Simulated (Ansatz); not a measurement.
# Sc: how the settings move a single-point run

How sensitive is a single-point run of Sc to its settings? A reference run comes first, then two runs with altered input.

Computed with Ansatz 0.2.0 (reference: DFT, PBE, all-electron PAW with datasets made for the crystal, scalar-relativistic, unless a step's input says otherwise).

### 1 The structure to begin with

It takes space group I4/mmm (No. 139, tetragonal). Conventional cell: a = 3.227 Å, b = 3.227 Å, c = 4.496 Å, α = 90.00°, β = 90.00°, γ = 90.00°. Sc (site symmetry 4/mmm) has 12 Sc at 3.20 to 3.23 Å in its first shell of neighbours.

Structure file:

```xyz
1
Lattice="0.0000 2.2819 2.2478 2.2819 0.0000 2.2478 2.2819 2.2819 0.0000" Properties=species:S:1:pos:R:3 pbc="T T T"
Sc    0.0000    0.0000    0.0000
```

### 2 The reference run

input.yaml

```yaml
crystal:
  lattice:
    - [0.0, 2.2819383596, 2.247795]
    - [2.2819383596, 0.0, 2.247795]
    - [2.2819383596, 2.2819383596, 0.0]
  atoms:
    - { symbol: Sc, position: [0.0, 0.0, 0.0] }
kpoints:
  mp_grid: { grid: [12, 12, 12] }
scf:
  occupations: { method: fermi_dirac, width: 0.03 }
hamiltonian:
  xc: pbe
  pseudopotentials: { kind: all_electron, datasets: crystal }
output:
  forces: true
  stress: true
  eigenvalues: true
  efg: { contact_densities: true }
```

Started as:

```console
ansatz run input.yaml --threads 1 --pin off --max-ram 2048MiB --backend cpu --events-out ev --progress --plain --runs-dir out
```

### 3 Changing settings: dr2_threshold 1.0e-08, xc r2scan

Changes to input.yaml since step 2:

```diff
@@ -11,4 +11,5 @@
   occupations: { method: fermi_dirac, width: 0.03 }
+  convergence: { dr2_threshold: 1.0e-08 }
 hamiltonian:
-  xc: pbe
+  xc: r2scan
   pseudopotentials: { kind: all_electron, datasets: crystal }
```

### 4 Variant: symmetry.detect false

Changes to input.yaml since step 2:

```diff
@@ -7,2 +7,3 @@
     - { symbol: Sc, position: [0.0, 0.0, 0.0] }
+  symmetry: { detect: false }
 kpoints:
```

**Question.** What will these runs give? Wanted: for each run, ending; energy change; pressure; gap; force.

The runs gave:

| run | ending | energy change | pressure (GPa) | gap (eV) | force (eV/Å) | cycles | time |
| --- | --- | --- | --- | --- | --- | --- | --- |
| reference | converged | 0 | 2.9 | 0.00 | 0.00 | 7 | 7.2 s |
| 1: dr2_threshold 1.0e-08, xc r2scan | converged | not comparable | 3.9 | 0.00 | 0.00 | 8 | 13 s |
| 2: symmetry.detect false | converged | 0.0 meV/atom | 2.9 | 0.00 | 0.00 | 7 | 61 s |

Residual by cycle in the longest SCF loop of each run; runs are numbered as in the table. The quantity is the density residual dr2, in eV.

| cycle | reference | run 1 | run 2 |
| --- | --- | --- | --- |
| 1 | 0.136 | 0.244 | 0.136 |
| 2 | 0.0373 | 0.069 | 0.0373 |
| 3 | 5.1e-4 | 0.00349 | 5.1e-4 |
| 4 | 2.9e-4 | 2.5e-4 | 2.9e-4 |
| 5 | 5.9e-6 | 4.2e-5 | 5.8e-6 |
| 6 | 5.6e-7 | 3.7e-7 | 5.3e-7 |
| 7 | 2.1e-8 | 6.0e-9 | 2.2e-8 |
| 8 | - | 1.9e-10 | - |

**Reading.** «symmetry.detect false» leaves the energy as it was. The pressure spans 2.9 to 3.9 GPa over the reference and the converged variants. Of the variants the dearest is «symmetry.detect false» (61 s), the cheapest «dr2_threshold 1.0e-08, xc r2scan» (13 s), on a shared host.

The datasets were made anew for the changed input, so energy differences between these runs can be off by several times the datasets' stated error.
